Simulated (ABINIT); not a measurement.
Set up this calculation in ABINIT 10.8.3 (patched build), as the native input.

```
Task                : single point
Functional          : revPBE
Potentials or basis : JTH PAW PBE v2.0
Cutoff              : 844 eV
k mesh              : 10 × 10 × 10
Occupations         : fermi-dirac, width 0.05 eV
Spin                : collinear spin, ferromagnetic start
Starting moments    : [3.0] μB
Fine-grid cutoff    : 1442.2 eV
```

The system is Fe.

```
Fe
1.0
     0.00000    1.94174    1.96511
     1.49844    0.00000    1.96511
     1.49844    1.94174    0.00000
Fe
1
Direct
  0.00000 0.00000 0.00000
```

The input as run:

run.abi

```
# Pseudopotentials
pp_dirpath "./"
pseudos "Fe.GGA_PBE-JTH.xml"

# Structure
acell 5.2205685297 4.6699410662 4.6349071117
rprim
     0.0000000000     0.7028652530     0.7113230181
     0.6063546897     0.0000000000     0.7951943098
     0.6109379536     0.7916784807     0.0000000000
ntypat 1
znucl 26
natom 1
typat 1
xred
     0.0000000000     0.0000000000     0.0000000000
chkprim 0
chksymtnons 0
tolsym 1.0e-6

# Plane-wave basis
ecut 843.552974 eV
pawecutdg 53.0
pawxcdev 0

# k points
kptopt 1
ngkpt 10 10 10
nshiftk 1
shiftk 0.0 0.0 0.0

# Exchange and correlation
ixc 14

# Bands and occupations
nband 13
occopt 3
tsmear 0.05 eV

# Spin
nsppol 2
spinat
     0.0000000000     0.0000000000     3.0000000000

# SCF cycle
nstep 100
tolvrs 1.0e-9

# Output
iomode 3
prtwf 0
prtden 0
prteig 0
prtebands 0
```

Potentials or basis: JTH PAW PBE v2.0.

Run with:

```bash
$ abinit run.abi > log 2>&1
```

It gave:

| Property | Result |
| --- | --- |
| Pressure | 1.5 GPa |
| Band gap on the k mesh | none (metal or under the smearing width) |
| Net moment | 2.19 μB per cell |
| Site moments | Fe +2.25 μB |
| Valence electrons inside the program's atomic spheres | Fe 14.41 (radii [1.1194] Å) |

Caveat: the PAW data sets were made with another functional, which shifts forces and pressure a little.

Run time: 81 s on 1 thread of Intel(R) Xeon(R) 6975P-C (Granite Rapids), with other jobs on the host, peak memory 0.18 GiB.
